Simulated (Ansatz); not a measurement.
# Ga2O3: from a guess to a relaxed structure, part 2 of 2

The task: take a trial cell of Ga2O3 to zero force and stress.

Ansatz 0.2.0; DFT PBE, scalar-relativistic, plane waves, PAW.

## (4) Final relaxation

The end of the coarse run is made exact in the group found at a tolerance of 0.06 Å and reduced to its primitive cell.

Input file input.yaml:

```yaml
crystal:
  lattice:
    - [-1.5818103729, 5.0009390733, 2.3480873315]
    - [1.5818103729, -5.0009390733, 2.3480873315]
    - [1.5818103729, 5.0009390733, -2.3480873315]
  atoms:
    - { symbol: Ga, position: [0.6648964467, 0.0018116336, 0.6630848131] }
    - { symbol: Ga, position: [0.3387268205, 0.0018116336, 0.3369151869] }
    - { symbol: O, position: [0.9082730692, 0.6996427153, 0.2086303539] }
    - { symbol: O, position: [0.4910123615, 0.6996427153, 0.7913696461] }
    - { symbol: O, position: [0.3470913022, 0.8470913022, 0.5] }
basis:
  ecutwfc: 420
kpoints:
  mp_grid: { grid: [10, 10, 10] }
hamiltonian:
  xc: pbe
scf:
  occupations: { method: gaussian, width: 0.02 }
output:
  forces: true
  stress: true
  eigenvalues: true
  write_density: true
  write_potential: true
  elf: true
  volumetric_format: npy
relax:
  adjacent_minimum: "off"
  f_tol: 0.01
  max_steps: 80
  cell: { stress_tol: 0.05 }
```

Run with:

```
ansatz run input.yaml --threads 1 --pin off --max-ram 2560MiB --backend cpu --events-out ev --progress --plain --runs-dir out
```

Output:

```text
Warning: RAYON_NUM_THREADS=1 ignored (pool sized by the plan → 1); use --threads N
basis.fft_grid_basis auto: the FFT boxes are laid along the combinations [[1, 1, 0], [0, 1, 0], [0, 1, 1]] of the cell's own vectors, 4.696, 5.747 and 3.164 Å long. The dense box has 32×40×24 points. Along the cell's own vectors, as sized, it would have 40×40×40, 2.08 times as many. Of the 4 symmetry operations that the crystal satisfies within crystal.symmetry.tolerance (time reversal apart; of a slab, those that keep its plane) the dense box along the cell's own vectors carries 4, and the one as laid loses 3 of those. basis.fft_grid_basis: typed keeps the cell's own vectors: state it where this run's energies or levels are differenced outside the engine with another run's, or held beside a run that keeps those vectors. Those combinations have planes normal to reciprocal vector 3, as the cell's own vectors have. Each planar average written beside output.write_density, output.write_potential has a row for each plane of the box: 24. The volumetric files lie along those combinations, not along the cell's own vectors: a cube or XSF file states them, and fields.json those of NumPy files.
[... 9 set-up lines as earlier in the session ...]
Crystal: 5 atoms, lattice volume = 74.299 Å³
Basis set: ecut = 420 eV, 1479 PW (Γ), FFT grids on a1+a2, a2, a2+a3, exchange–correlation on 64×80×48 points (8 copies of the dense FFT grid, shifted against one another)
Bands: 27, of which v1, the nominal top of the filled ones, is band 22 counted from 1 (21 counted from 0)
[... 1 set-up line as earlier in the session ...]
Space group: Imm2 (ITA 44), of the structure as read, at distance tolerance 4.2e-5 Å
k-points: 171 of 1000 (time reversal used)
[... 8 set-up lines as earlier in the session ...]
SCF iter   1: F=—  HF=-9269.680043 eV  |F-HF|=—  |Δ(HF+E_count)|=         —  Δρ=1.84e-3  dr2=2.23e-3  ethr=1.77e-3  ⟨swp⟩=6.0  Hψ=19021  notcnv=0
preconditioner: auto → Resta (q_TF=auto, 2.500 Å⁻¹)  ε∞=3.9  [insulator: Δε(μ)=1.668 eV  Ē_g=16.767 eV  σ=0.020 eV  W_gap=1.00  n_scr=18 (ndim 8)  ℏωp=28.6 eV  f_vac=0.217  D(μ)=0.00/eV (n_scr^D=0)  ε∞_Penn≈3.9]
SCF iter   2: F=—  HF=-9269.681019 eV  |F-HF|=—  |Δ(HF+E_count)|=   9.76e-4  Δρ=9.46e-4  dr2=4.20e-4  ethr=5.08e-6  ⟨swp⟩=2.0  Hψ=10431  notcnv=0  defer=171
SCF iter   3: F=—  HF=-9269.681266 eV  |F-HF|=—  |Δ(HF+E_count)|=   2.47e-4  Δρ=4.52e-4  dr2=1.77e-4  ethr=9.56e-7  ⟨swp⟩=2.5  Hψ=6842  notcnv=0  defer=171
SCF iter   4: F=—  HF=-9269.681407 eV  |F-HF|=—  |Δ(HF+E_count)|=   1.41e-4  Δρ=1.27e-4  dr2=1.83e-5  ethr=4.01e-7  ⟨swp⟩=2.0  Hψ=6569  notcnv=0  defer=171
SCF iter   5: F=—  HF=-9269.681429 eV  |F-HF|=—  |Δ(HF+E_count)|=   2.21e-5  Δρ=7.89e-5  dr2=4.82e-6  ethr=4.16e-8  ⟨swp⟩=2.0  Hψ=7866  notcnv=0  defer=171
SCF iter   6: F=—  HF=-9269.681432 eV  |F-HF|=—  |Δ(HF+E_count)|=   2.72e-6  Δρ=2.39e-5  dr2=4.62e-7  ethr=1.10e-8  ⟨swp⟩=2.0  Hψ=7713  notcnv=0  defer=171
SCF iter   7: F=-9269.681432 eV  HF=-9269.681432 eV  |F-HF|=4.81e-8  |Δ(HF+E_count)|=   1.83e-7  Δρ=1.02e-5  dr2=6.58e-8  ethr=2.27e-10  ⟨swp⟩=12.1  Hψ=35038  notcnv=0
SCF 1 converged in 7 iterations: F = -9269.681432 eV  dr2 = 6.58e-8
  Residual-converged pass: ⟨swp⟩=1.0  Hψ=5302  notcnv=0  max |occ|·‖R‖ = 7.0e-9 eV (tolerance 1.0e-8 eV)  dr2=6.58e-8  dr2_onsite=3.06e-8  max |Δocc| = 0.0e0
relax step   1: F+E_penalty+E_count = -9269.68143186 eV  Δ(F+E_penalty+E_count) = +0.000e0 eV  max|allowed force component| = 2.138e-2 eV/Å  Δτ_max = 0.0000 Å  P = +0.259 GPa  Ω = 74.299 Å³  (7 SCF iters, dr2 threshold 1.00e-7 eV, accepted)
Crystal: 5 atoms, lattice volume = 74.514 Å³
[... 2 set-up lines as earlier in the session ...]
iter 1 solved again at ethr=3.66e-7 eV; its pass at ethr=3.10e-3 eV (dr2=1.61e-4 eV) is discarded
SCF iter   1: F=—  HF=-9269.681217 eV  |F-HF|=—  |Δ(HF+E_count)|=         —  Δρ=8.81e-4  dr2=1.62e-4  ethr=3.66e-7  ⟨swp⟩=2.0  Hψ=22892  notcnv=0
preconditioner: auto → Resta (q_TF=auto, 2.499 Å⁻¹)  ε∞=3.9  [insulator: Δε(μ)=1.632 eV  Ē_g=16.756 eV  σ=0.020 eV  W_gap=1.00  n_scr=18 (ndim 8)  ℏωp=28.5 eV  f_vac=0.218  D(μ)=0.00/eV (n_scr^D=0)  ε∞_Penn≈3.9]
SCF iter   2: F=—  HF=-9269.681214 eV  |F-HF|=—  |Δ(HF+E_count)|=   3.08e-6  Δρ=4.32e-4  dr2=4.48e-5  ethr=3.66e-7  ⟨swp⟩=2.6  Hψ=8174  notcnv=0
SCF iter   3: F=—  HF=-9269.681217 eV  |F-HF|=—  |Δ(HF+E_count)|=   3.35e-6  Δρ=1.64e-4  dr2=1.47e-5  ethr=1.02e-7  ⟨swp⟩=2.3  Hψ=8129  notcnv=0
SCF iter   4: F=—  HF=-9269.681215 eV  |F-HF|=—  |Δ(HF+E_count)|=   1.96e-6  Δρ=3.45e-5  dr2=1.01e-6  ethr=3.35e-8  ⟨swp⟩=2.3  Hψ=8038  notcnv=0
SCF iter   5: F=-9269.681216 eV  HF=-9269.681216 eV  |F-HF|=1.37e-7  |Δ(HF+E_count)|=   5.89e-7  Δρ=2.09e-5  dr2=1.93e-7  ethr=8.63e-10  ⟨swp⟩=9.9  Hψ=35520  notcnv=0
SCF 2 converged in 5 iterations: F = -9269.681216 eV  dr2 = 1.93e-7
  Residual-converged pass: ⟨swp⟩=1.0  Hψ=5301  notcnv=0  max |occ|·‖R‖ = 7.1e-9 eV (tolerance 1.0e-8 eV)  dr2=1.93e-7  dr2_onsite=1.21e-7  max |Δocc| = 0.0e0
relax step   2: F+E_penalty+E_count = -9269.68121557 eV  Δ(F+E_penalty+E_count) = +2.163e-4 eV  max|allowed force component| = 1.751e-2 eV/Å  Δτ_max = 0.0055 Å  P = +0.087 GPa  Ω = 74.514 Å³  energy of the carried Pulay correction = -7.347e-4 eV  (5 SCF iters, dr2 threshold 3.80e-7 eV, accepted)
Crystal: 5 atoms, lattice volume = 74.956 Å³
iter 1 solved again at ethr=3.24e-6 eV; its pass at ethr=3.10e-3 eV (dr2=1.43e-3 eV) is discarded
SCF iter   1: F=—  HF=-9269.680384 eV  |F-HF|=—  |Δ(HF+E_count)|=         —  Δρ=2.84e-3  dr2=1.48e-3  ethr=3.24e-6  ⟨swp⟩=2.1  Hψ=22950  notcnv=0
preconditioner: auto → Resta (q_TF=auto, 2.497 Å⁻¹)  ε∞=3.9  [insulator: Δε(μ)=1.632 eV  Ē_g=16.746 eV  σ=0.020 eV  W_gap=1.00  n_scr=18 (ndim 8)  ℏωp=28.4 eV  f_vac=0.222  D(μ)=0.00/eV (n_scr^D=0)  ε∞_Penn≈3.9]
SCF iter   2: F=—  HF=-9269.680265 eV  |F-HF|=—  |Δ(HF+E_count)|=   1.19e-4  Δρ=1.39e-3  dr2=4.30e-4  ethr=3.24e-6  ⟨swp⟩=2.7  Hψ=7020  notcnv=0
SCF iter   3: F=—  HF=-9269.680303 eV  |F-HF|=—  |Δ(HF+E_count)|=   3.77e-5  Δρ=5.18e-4  dr2=1.46e-4  ethr=9.77e-7  ⟨swp⟩=2.0  Hψ=8037  notcnv=0
SCF iter   4: F=—  HF=-9269.680277 eV  |F-HF|=—  |Δ(HF+E_count)|=   2.62e-5  Δρ=1.03e-4  dr2=7.84e-6  ethr=3.32e-7  ⟨swp⟩=2.0  Hψ=8037  notcnv=0
SCF iter   5: F=—  HF=-9269.680304 eV  |F-HF|=—  |Δ(HF+E_count)|=   2.73e-5  Δρ=6.11e-5  dr2=2.30e-6  ethr=1.78e-8  ⟨swp⟩=2.0  Hψ=6884  notcnv=0
SCF iter   6: F=—  HF=-9269.680304 eV  |F-HF|=—  |Δ(HF+E_count)|=   1.54e-7  Δρ=1.51e-5  dr2=1.36e-7  ethr=5.23e-9  ⟨swp⟩=2.5  Hψ=8883  notcnv=0
SCF iter   7: F=-9269.680304 eV  HF=-9269.680304 eV  |F-HF|=7.49e-9  |Δ(HF+E_count)|=   2.39e-7  Δρ=5.26e-6  dr2=1.66e-8  ethr=1.85e-10  ⟨swp⟩=9.1  Hψ=31623  notcnv=0
SCF 3 converged in 7 iterations: F = -9269.680304 eV  dr2 = 1.66e-8
relax step   3: F+E_penalty+E_count = -9269.68030418 eV  Δ(F+E_penalty+E_count) = +9.114e-4 eV  max|allowed force component| = 9.849e-3 eV/Å  Δτ_max = 0.0172 Å  P = -0.059 GPa  Ω = 74.956 Å³  energy of the carried Pulay correction = -2.238e-3 eV  (7 SCF iters, dr2 threshold 8.14e-8 eV, accepted)
[... 10 lines left out ...]
relax step   4: F+E_penalty+E_count = -9269.68024979 eV  Δ(F+E_penalty+E_count) = +5.439e-5 eV  max|allowed force component| = 4.877e-3 eV/Å  Δτ_max = 0.0032 Å  P = -0.018 GPa  Ω = 74.980 Å³  energy of the carried Pulay correction = -2.320e-3 eV  (6 SCF iters, dr2 threshold 1.81e-8 eV, accepted)
[... 11 lines left out ...]
relax step   5: F+E_penalty+E_count = -9269.68277934 eV  Δ(F+E_penalty+E_count) = -2.530e-3 eV  max|allowed force component| = 5.064e-3 eV/Å  Δτ_max = 0.0000 Å  P = +0.036 GPa  Ω = 74.980 Å³  stress off target by 7.70e-2 GPa  SCF on the basis re-selected at this cell (its energy is not comparable with the rows above)  (7 SCF iters)
[... 11 lines left out ...]
relax step   6: F+E_penalty+E_count = -9269.68241611 eV  Δ(F+E_penalty+E_count) = +3.632e-4 eV  max|allowed force component| = 2.477e-3 eV/Å  Δτ_max = 0.0048 Å  P = +0.007 GPa  Ω = 75.098 Å³  energy of the carried Pulay correction = -4.077e-4 eV  (6 SCF iters, dr2 threshold 1.48e-8 eV, accepted)
iter 1 solved again at ethr=8.02e-8 eV; its pass at ethr=3.10e-3 eV (dr2=3.53e-5 eV) is discarded
SCF iter   1: F=—  HF=-9269.682838 eV  |F-HF|=—  |Δ(HF+E_count)|=         —  Δρ=1.77e-5  dr2=4.24e-8  ethr=8.02e-8  ⟨swp⟩=3.5  Hψ=32271  notcnv=0
preconditioner: auto → Resta (q_TF=auto, 2.496 Å⁻¹)  ε∞=3.9  [insulator: Δε(μ)=1.619 eV  Ē_g=16.754 eV  σ=0.020 eV  W_gap=1.00  n_scr=18 (ndim 8)  ℏωp=28.4 eV  f_vac=0.223  D(μ)=0.00/eV (n_scr^D=0)  ε∞_Penn≈3.9]
SCF iter   2: F=—  HF=-9269.682865 eV  |F-HF|=—  |Δ(HF+E_count)|=   2.62e-5  Δρ=8.99e-6  dr2=1.54e-8  ethr=9.64e-11  ⟨swp⟩=2.2  Hψ=8441  notcnv=0
SCF iter   3: F=—  HF=-9269.682865 eV  |F-HF|=—  |Δ(HF+E_count)|=   2.57e-8  Δρ=3.53e-6  dr2=2.51e-9  ethr=3.50e-11  ⟨swp⟩=3.0  Hψ=9310  notcnv=0
SCF iter   4: F=—  HF=-9269.682865 eV  |F-HF|=—  |Δ(HF+E_count)|=   6.38e-9  Δρ=4.95e-7  dr2=2.37e-10  ethr=5.70e-12  ⟨swp⟩=2.0  Hψ=8379  notcnv=0
SCF iter   5: F=—  HF=-9269.682865 eV  |F-HF|=—  |Δ(HF+E_count)|=  4.20e-10  Δρ=3.80e-7  dr2=1.01e-10  ethr=1.00e-12  ⟨swp⟩=6.1  Hψ=23566  notcnv=0
SCF iter   6: F=-9269.682865 eV  HF=-9269.682865 eV  |F-HF|=7.28e-12  |Δ(HF+E_count)|=  8.19e-11  Δρ=1.29e-7  dr2=1.18e-11  ethr=1.00e-12  ⟨swp⟩=6.0  Hψ=21701  notcnv=0
SCF 7 converged in 6 iterations: F = -9269.682865 eV  dr2 = 1.18e-11
relax step   7: F+E_penalty+E_count = -9269.68286462 eV  Δ(F+E_penalty+E_count) = -4.485e-4 eV  max|allowed force component| = 2.343e-3 eV/Å  Δτ_max = 0.0000 Å  P = +0.012 GPa  Ω = 75.098 Å³  stress off target by 1.65e-2 GPa  SCF on the basis re-selected at this cell (its energy is not comparable with the rows above)  (6 SCF iters)
basis re-selected at this cell: Δ(F+E_penalty+E_count) = -4.485e-4 eV, ΔP = +0.004 GPa vs the last step (what re-selecting the basis moved, of the pressure what is left beyond the Pulay correction that the steps carried, after the strain that the cell walked since its last selection, with what the two solves' SCF thresholds leave and, on support functions, any second-order correction that the steps lacked; it is no measure of the basis error at this ecutwfc). This SCF's stress stands 1.65e-2 GPa from its target on what of the cell is left free (relax.cell.stress_tol is 5.00e-2 GPa) and its largest allowed force component is 2.34e-3 eV/Å (relax.f_tol is 1.00e-2 eV/Å): within both
SCF converged after 6 iterations
Free energy (F): -9269.682865 eV
Harris-Foulkes:  -9269.682865 eV  (|F-HF|=7.28e-12)
Internal energy: -9269.682865 eV  (E = F + TS)
E sigma→0 (E₀):  -9269.682865 eV
Fermi energy:    4.927277 eV
--- Per-component energies (eV) ---
  E_band       = -245.980217
  E_kinetic    = 754.469967
  E_local      = -6096.780502  (includes V_loc(G=0)·N_el)
  E_nonlocal   = 1008.621746
  E_hartree    = 2718.641412
  E_xc         = -354.601710
  E_vxc        = -392.558787  (∫ρ·V_xc dr)
  E_paw        = -4468.398935  (= ΣΔE_a)
  E_vpaw       = -957.022659  (= ΣTr[D̂ρ^β])
  E_aug_tail   = 0.007160  (compensation charges beyond the density's cutoff)
  E_ewald      = -2831.642003
  E_smearing   = -0.000000  (= −TS)
  E_closure    = 0.000000  (closes the sum)
  Σ components = -9269.682865   (vs F -9269.682865, Δ=0.00e0)
--- Forces (eV/Å), atoms counted from 1 ---
  atom   1  Ga     0.00000000     0.00234305    -0.00077369
  atom   2  Ga     0.00000000    -0.00234305    -0.00077369
  atom   3  O      0.00000000     0.00172629     0.00148143
  atom   4  O      0.00000000    -0.00172629     0.00148143
  atom   5  O      0.00000000     0.00000000    -0.00141415
  max |Σ_I F_I| component: 1.34e-6 eV/Å
--- Stress (GPa, compression-positive) ---
        0.016530       0.000000       0.000000
        0.000000       0.006029       0.000000
        0.000000       0.000000       0.012372
  P = ⅓ Tr σ = 0.0116 GPa (0.116 kbar)
--- Band table (eV; the first three rows and the last of 171) ---
  k-point 0: bands = ["-14.7150", "-13.9993", "-13.0893", "-9.4472", "-9.4345", "-9.3815", "-9.2563", "-9.1632", "-9.1073", "-9.0593", "-9.0556", "-8.4574", "-8.3055", "-3.2355", "0.3345", "0.3967", "0.6256", "1.7419", "2.6556", "2.7850", "3.0410", "4.0255", "5.7369", "9.4732", "11.4015", "12.7504", "12.9675"]
  k-point 1: bands = ["-14.6695", "-13.9912", "-13.0799", "-9.4349", "-9.4303", "-9.3497", "-9.2550", "-9.1643", "-9.1069", "-9.0657", "-9.0569", "-8.4421", "-8.3067", "-3.1595", "0.3312", "0.4019", "0.4237", "1.2670", "2.5932", "2.7449", "3.1167", "3.8055", "6.2249", "9.8774", "11.4590", "12.6622", "13.2923"]
  k-point 2: bands = ["-14.5449", "-13.9737", "-13.0553", "-9.4018", "-9.3941", "-9.2851", "-9.2472", "-9.1682", "-9.1082", "-9.0717", "-9.0595", "-8.4141", "-8.3114", "-2.9623", "-0.2534", "0.2191", "0.4738", "0.6160", "2.4349", "2.6063", "3.1421", "3.4598", "7.2395", "10.7417", "11.6060", "12.5189", "13.6262"]
  k-point 170: bands = ["-14.6491", "-14.0192", "-13.1324", "-9.4261", "-9.3718", "-9.2781", "-9.2551", "-9.2349", "-9.0799", "-9.0398", "-9.0201", "-8.7603", "-8.4809", "-2.0077", "-0.2621", "0.5117", "0.9014", "1.1548", "1.8281", "2.7575", "2.8365", "4.1177", "7.3327", "8.9467", "10.4607", "12.5807", "14.1748"]
--- Relaxed structure (5 steps of the walk, 5 accepted, 2 SCFs on fresh bases) ---
  F+E_penalty+E_count = -9269.68286462 eV   max|allowed force component| = 2.343e-3 eV/Å   (the final SCF, on the basis selected at the relaxed cell)
  cell:  # Å, volume = 75.0985 Å³
    - [-1.5816737000430179, 5.0002561834662265, 2.3738969216660224]
    - [1.5816737000430179, -5.0002561834662265, 2.3738969216660224]
    - [1.5816737000430179, 5.0002561834662265, -2.3738969216660224]
  atoms:
    - { symbol: Ga, position: [0.6657575879716456, 0.0018030022486701137, 0.6639545857229755] }
    - { symbol: Ga, position: [0.33784841652569464, 0.00180300224867009, 0.33604541427702456] }
    - { symbol: O, position: [0.9073544428034147, 0.6963933340105425, 0.2109611087928722] }
    - { symbol: O, position: [0.48543222521767027, 0.6963933340105425, 0.7890388912071278] }
    - { symbol: O, position: [0.3536073275315749, 0.8536073275315749, 0.49999999999999994] }
```

It took 3.1 min on 1 thread of Intel Xeon Platinum 8488C (Sapphire Rapids), shared host; peak memory 0.6 GiB.

The steps of the relaxation:

| step | E - E(step 1) (eV/cell) | largest force component (eV/Å) | pressure (GPa) | volume (Å³) |
| --- | --- | --- | --- | --- |
| 1 | 0.0000 | 0.0214 | 0.26 | 74.30 |
| 2 | 0.0002 | 0.0175 | 0.09 | 74.51 |
| 3 | 0.0011 | 0.0098 | -0.06 | 74.96 |
| 4 | 0.0012 | 0.0049 | -0.02 | 74.98 |
| 5 | -0.0013 | 0.0051 | 0.04 | 74.98 |
| 6 | -0.0010 | 0.0025 | 0.01 | 75.10 |
| 7 | -0.0014 | 0.0023 | 0.01 | 75.10 |

Step 1 is the start. Steps 5, 7 each repeat the geometry before them on a plane-wave basis chosen anew, so the energy can jump there without any move.

Lengths and angles in the start's conventional setting:

|  | before | after | change |
| --- | --- | --- | --- |
| a (Å) | 3.164 | 3.163 | 0.0 % |
| b (Å) | 10.002 | 10.001 | 0.0 % |
| c (Å) | 4.696 | 4.748 | +1.1 % |
| volume (Å³/atom) | 14.86 | 15.02 | +1.1 % |
| shortest distance (Å) | 1.786 | 1.784 | -0.1 % |
| space group (0.01 Å) | Imm2 | Imm2 | same |

The run keeps the 4 symmetry operations of the start, so it could not have lowered the symmetry.

The maps below are laid out on this run's own conventional cell (a, b, c = 3.163, 10.001, 4.748 Å).

Density in a lattice plane of the grid's cell (edges 10.00 and 4.75 Å, at 0.000 of the third edge), which holds Ga and O.

Values in e/Å³, 6 rows by 12 columns:
```
 0.01  0.04  0.78  1.11  0.60  0.81  7.65  0.81  0.58  1.10  0.78  0.05
 0.01  0.10  3.51  4.39  0.14  0.11  0.45  0.11  0.13  4.40  3.52  0.10
 0.04  0.06  0.29  0.30  0.03  0.01  0.02  0.01  0.03  0.30  0.29  0.06
 0.05  0.04  0.04  0.05  0.03  0.02  0.01  0.02  0.04  0.05  0.04  0.04
 0.02  0.01  0.02  0.15  0.60  0.16  0.07  0.16  0.61  0.15  0.02  0.01
 0.00  0.01  0.05  0.51 44.70  0.88  1.22  0.87 44.71  0.50  0.05  0.01
```
Columns run along the first of these edges and rows up along the second, over one cell in 12 and 6 even steps from the bottom left corner. Atoms in the plane (fractional): Ga at (0.66, 0.00), Ga at (0.34, 0.00), O at (0.21, 0.70), O at (0.79, 0.70), O at (0.50, 0.85).

ELF in the same plane.

Ten even steps from '0' (0.00) to '9' (0.86):
```
001466310158485101366410
003899951169796115999830
003893882049994028839830
001588982015641028988510
000147630000000003674100
000011000000000000011000
000000000000000000000000
000000111111111111100000
000000110124542101100000
000001102038883020110000
```
Columns run along the first of these edges and rows up along the second, over one cell in 24 and 10 even steps from the bottom left corner. Atoms in the plane (fractional): Ga at (0.66, 0.00), Ga at (0.34, 0.00), O at (0.21, 0.70), O at (0.79, 0.70), O at (0.50, 0.85).

Both are smooth fields of the valence electrons: close to the nuclei they are not physical.

The highest ELF values outside the cores: 0.87 beside O, off the lines to its neighbours, 0.7 Å from O; 0.82 in the shell around O, 0.6 Å from O.

## (5) Changing settings: chi_scale 0.1

Input file input.yaml:

```yaml
crystal:
  lattice:
    - [-1.5816737, 5.0002561835, 2.3738969217]
    - [1.5816737, -5.0002561835, 2.3738969217]
    - [1.5816737, 5.0002561835, -2.3738969217]
  atoms:
    - { symbol: Ga, position: [0.665757588, 0.0018030022, 0.6639545857] }
    - { symbol: Ga, position: [0.3378484165, 0.0018030022, 0.3360454143] }
    - { symbol: O, position: [0.9073544428, 0.696393334, 0.2109611088] }
    - { symbol: O, position: [0.4854322252, 0.696393334, 0.7890388912] }
    - { symbol: O, position: [0.3536073275, 0.8536073275, 0.5] }
basis:
  ecutwfc: 420
kpoints:
  mp_grid: { grid: [10, 10, 10] }
hamiltonian:
  xc: pbe
scf:
  occupations: { method: gaussian, width: 0.02 }
  initial_density: { chi_scale: 0.1 }
output:
  forces: true
  eigenvalues: true
  stress: true
```

Run with:

```
ansatz run input.yaml --threads 1 --pin off --max-ram 2560MiB --backend cpu --events-out ev --progress --plain --runs-dir out
```

Output (excerpt; [...] marks lines left out):

```text
Warning: RAYON_NUM_THREADS=1 ignored (pool sized by the plan → 1); use --threads N
[...]
[... 4 set-up lines as earlier in the session ...]
[...]
Crystal: 5 atoms, lattice volume = 75.098 Å³
Basis set: ecut = 420 eV, 1479 PW (Γ), FFT grids on a1+a2, a2+a3, a3, exchange–correlation on 64×48×80 points (8 copies of the dense FFT grid, shifted against one another)
Bands: 27, of which v1, the nominal top of the filled ones, is band 22 counted from 1 (21 counted from 0)
[... 2 set-up lines as earlier in the session ...]
k-points: 171 of 1000 (time reversal used)
[...]
SCF iter   1: F=—  HF=-9271.016533 eV  |F-HF|=—  |Δ(HF+E_count)|=         —  Δρ=9.42e-2  dr2=3.94e0  ethr=3.10e-3  ⟨swp⟩=6.0  Hψ=18219  notcnv=0
[...]
SCF iter  10: F=-9269.682865 eV  HF=-9269.682865 eV  |F-HF|=5.98e-8  |Δ(HF+E_count)|=   1.04e-6  Δρ=4.76e-6  dr2=2.62e-8  ethr=2.27e-10  ⟨swp⟩=3.6  Hψ=21354  notcnv=0
[...]
SCF converged after 10 iterations
Free energy (F): -9269.682865 eV
[...]
E sigma→0 (E₀):  -9269.682865 eV
Fermi energy:    4.927273 eV
[...]
--- Forces (eV/Å), atoms counted from 1 ---
  atom   1  Ga    -0.00000000     0.00230730    -0.00079372
  atom   2  Ga    -0.00000000    -0.00230730    -0.00079372
  atom   3  O     -0.00000000     0.00174371     0.00146403
  atom   4  O      0.00000000    -0.00174371     0.00146403
  atom   5  O      0.00000000     0.00000000    -0.00138019
[...]
--- Stress (GPa, compression-positive) ---
        0.016288       0.000000       0.000000
        0.000000       0.005710      -0.000000
        0.000000      -0.000000       0.012085
  P = ⅓ Tr σ = 0.0114 GPa (0.114 kbar)
--- Band table (eV; the first three rows and the last of 171) ---
[... band rows left out ...]
[...]
```

Wall time 26 s (1 thread of Intel Xeon Platinum 8488C (Sapphire Rapids), shared host); peak memory 0.54 GiB.

| run | ending | energy change | pressure (GPa) | gap (eV) | force (eV/Å) | cycles | time |
| --- | --- | --- | --- | --- | --- | --- | --- |
| step 4 | converged | 0 | 0.0 | 1.62 | 0.00 | - | 3.1 min |
| variant | converged | 0.0 meV/atom | 0.0 | 1.62 | 0.00 | 10 | 26 s |

With the changed start the energy agrees within 0.5 meV/atom.

## (6) Outcome

The summary covers parts 1 to 2. Changes of volume or cell count from the first structure of part 1.

```
                                                              quantity                                                                       value
                                symmetry at the end (tolerance 0.02 Å)                                                   space group Imm2 (No. 44)
                                                     conventional cell  a = 3.163 Å, b = 10.001 Å, c = 4.748 Å, α = 90.00°, β = 90.00°, γ = 90.00°
                                                                volume                                                               15.02 Å³/atom
energy over the elements (uncorrected; H, N, O, F and Cl as molecules)                                                               -1.75 eV/atom
                                                       gap on the mesh                                                                     1.62 eV
```

The space group Imm2 (No. 44) is kept, and the volume per atom grows by 20.1 % from the first guess. It lies below the elements, which doesn't yet make it stable: competing phases were not computed in this session. No finished test with a distortion of lower symmetry is shown, so the end may be a saddle point.
